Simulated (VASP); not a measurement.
**Be2C: electric field gradients with PBE**

Be2C:

```
CELL_PARAMETERS angstrom
0.00000 2.16500 2.16500
2.16500 0.00000 2.16500
2.16500 2.16500 0.00000
ATOMIC_POSITIONS crystal
Be 0.25000 0.25000 0.25000
Be 0.75000 0.75000 0.75000
C 0.00000 0.00000 0.00000
```

```
Program                : VASP 6.6.1
Task                   : electric field gradients
Functional             : PBE
Potentials or basis    : VASP PAW PBE potentials, release 64 (Be, C)
Cutoff                 : 520 eV
k mesh                 : 14 × 14 × 14
Occupations            : fermi-dirac, width 0.03 eV
Spin                   : no spin polarisation
Dipole correction      : no
Further INCAR settings : ALGO = Normal; EDIFF = 1e-08; NBANDS = 11
```

The pressure is 0.2 GPa and the band gap on the k mesh is 1.16 eV, indirect (least direct gap 4.13 eV).

Levels at points of the mesh, in eV from the valence-band top:
```
           k point  band 2  band 3  band 4  band 5  band 6  band 7
(0.00, 0.00, 0.00)    0.00    0.00    0.00    4.13    4.13    4.13
(0.50, 0.00, 0.00)   -8.72   -1.83   -1.83    5.00    5.00    7.00
(0.50, 0.50, 0.00)   -6.77   -4.72   -4.72    1.16    5.72   13.24
```

Electric field gradients, principal values (V/Å²):
```csv
atom,Vxx,Vyy,Vzz
1 Be,0.000,0.000,0.000
2 Be,0.000,0.000,0.000
3 C,0.000,0.000,0.000
```

Run time: 7.2 s on 1 thread of Intel(R) Xeon(R) 6975P-C (Granite Rapids), on a shared host, peak memory 0.14 GiB.

A k mesh can miss the band edges. Expect the measured gap to be larger: semilocal functionals such as PBE lack the derivative discontinuity.
